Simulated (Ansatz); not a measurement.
# AlAu2 in Ansatz: the effect of strain

AlAu2:

```
CELL_PARAMETERS angstrom
-1.67151 1.67151 4.22311
1.67151 -1.67151 4.22311
1.67151 1.67151 -4.22311
ATOMIC_POSITIONS crystal
Au 0.34373 0.34373 0.00000
Au 0.65627 0.65627 0.00000
Al 0.00000 0.00000 0.00000
```

The cell comes from a database or a generator and needn't be the stable form of this composition.

Alike in all runs:

- Program: Ansatz 0.2.0
- Task: single point
- Functional: PBEsol
- Potentials or basis: Ansatz PAW
- Cutoff: 420 eV (not typed: the program's choice for these potentials)
- k mesh: 9 × 9 × 9
- Occupations: fermi-dirac, width 0.05 eV
- Spin: no spin polarisation
- Kind of strain: uniaxial

```tsv
strain	pressure (GPa)	largest force (eV/Å)
-0.04	5.4	0.57
-0.02	1.1	0.24
-0.01	-0.7	0.12
0	?	?
0.01	-3.9	0.08
0.02	-5.3	0.16
0.04	-7.8	0.28
```

**Question.** What does the run with strain 0 give?

**Answer.** Pressure -2.3 GPa; largest force 0.01 eV/Å.

Worked out: A parabola through the other rows of the pressure, of slope -164 GPa per unit of strain there, gives -2.4 GPa, against the run's -2.3. A parabola through the other rows of the largest force, of slope -3.24 eV/Å per unit of strain there, gives 0.10 eV/Å, against the run's 0.01.

Caveats: the PAW data sets come from PBE, with cores solved anew for the run's functional, which leaves a small shift of forces and pressure.
